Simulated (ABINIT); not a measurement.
WC (Qusongite):

```xyz
2
Lattice="2.9065 0.0000 0.0000 -1.4532 2.5171 0.0000 0.0000 0.0000 2.8366" Properties=species:S:1:pos:R:3 pbc="T T T"
W     0.0000    0.0000    0.0000
C     1.4533    0.8390    1.4183
```

| Item | Value |
| --- | --- |
| Program | ABINIT 10.8.3 (patched build) |
| Task | relaxation of cell and atoms |
| Functional | PBE |
| Potentials or basis | PseudoDojo NC SR PBE v0.4.1 standard |
| Cutoff | 1116 eV |
| k mesh | 8 × 8 × 7 |
| Occupations | fermi-dirac, width 0.05 eV |
| Spin | no spin polarisation |

At the start: pressure 5.8 GPa; volume 10.38 Å³/atom.

Task: How do energy, volume and symmetry change on relaxing?

Result: Over 5 steps the energy falls by 2.8 meV/atom and the volume is 10.53 Å³/atom (+1.5 %); space group P-6m2 (No. 187, to 0.05 Å).

The path:
```csv
step,energy change (eV),largest force (eV/Å),pressure (GPa),volume (Å³)
1,0.0000,0.0000,5.77,20.75
2,-0.0053,0.0000,-1.15,21.12
3,-0.0056,0.0000,-0.03,21.06
4,-0.0056,0.0000,0.01,21.06
5,-0.0056,0.0000,0.00,21.06
```

Final structure:
```cif
data_structure
_symmetry_space_group_name_H-M 'P 1'
_symmetry_Int_Tables_number 1
_cell_length_a 2.9233
_cell_length_b 2.9233
_cell_length_c 2.8458
_cell_angle_alpha 90.000
_cell_angle_beta 90.000
_cell_angle_gamma 120.000
_cell_volume 21.06
loop_
_atom_site_label
_atom_site_type_symbol
_atom_site_fract_x
_atom_site_fract_y
_atom_site_fract_z
_atom_site_occupancy
W1 W 0.00000 0.00000 0.00000 1
C1 C 0.66667 0.33333 0.50000 1
```
